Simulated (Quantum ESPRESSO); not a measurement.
The system is MoS2.

```
Mo S
1.0
     1.58000    0.91221    6.15000
    -1.58000    0.91221    6.15000
     0.00000   -1.82443    6.15000
Mo S
1 2
Direct
  0.00000 0.00000 0.00000
  0.41700 0.41700 0.41700
  0.25000 0.25000 0.25000
```

Measurements of this composition are mostly on another form, of space group No. 194.

| Property | Result |
| --- | --- |
| Program | Quantum ESPRESSO 7.5 |
| Task | relaxation of cell and atoms |
| Functional | PBEsol |
| Dispersion | rVV10 |
| Potentials or basis | GBRV 1.5 PBEsol |
| Cutoff | 612 eV |
| Density cutoff | 4898 eV |
| k mesh | 8 × 8 × 8 |
| Occupations | fermi-dirac, width 0.05 eV |
| Spin | no spin polarisation |

At the start: pressure -2.7 GPa; volume 17.73 Å³/atom.

Problem. Where does the relaxation end?

Solution. Over 24 steps the energy falls by 20.0 meV/atom and the volume is 16.30 Å³/atom (-8.0 %); space group R3m (No. 160, to 0.05 Å).

The path:
```tsv
step	energy change (eV)	largest force (eV/Å)	pressure (GPa)	volume (Å³)
1	0.0000	0.3510	-2.75	53.18
2	-0.0053	0.3043	-2.61	53.02
3	-0.0141	0.2430	-2.32	52.71
4	-0.0237	0.2086	-1.87	52.26
5	-0.0314	0.1525	-1.23	51.71
6	-0.0355	0.0826	-0.46	51.10
7	-0.0366	0.0692	0.30	50.50
8	-0.0369	0.0671	0.28	50.50
9	-0.0375	0.0631	0.24	50.51
10	-0.0383	0.0582	0.17	50.52
11	-0.0392	0.0533	0.09	50.54
12	-0.0403	0.0607	0.00	50.55
13	-0.0416	0.0696	-0.10	50.56
14	-0.0428	0.0766	-0.21	50.57
15	-0.0443	0.0819	-0.32	50.57
16	-0.0458	0.0847	-0.43	50.56
17	-0.0475	0.0855	-0.54	50.53
18	-0.0493	0.0992	-0.63	50.48
19	-0.0512	0.1068	-0.69	50.38
20	-0.0533	0.1018	-0.70	50.22
21	-0.0555	0.0885	-0.65	50.00
22	-0.0578	0.0748	-0.51	49.71
23	-0.0595	0.0394	-0.27	49.34
24	-0.0601	0.0182	0.08	48.91
```

Final structure:
```
Mo S
1.0
     1.55740    0.89917    5.82091
    -1.55740    0.89917    5.82091
     0.00000   -1.79833    5.82091
Mo S
1 2
Cartesian
  0.0000 0.0000 0.0007
  0.0000 0.0000 7.3883
  0.0000 0.0000 4.2587
```

Caveat: rVV10's parameter b was fitted to another functional.
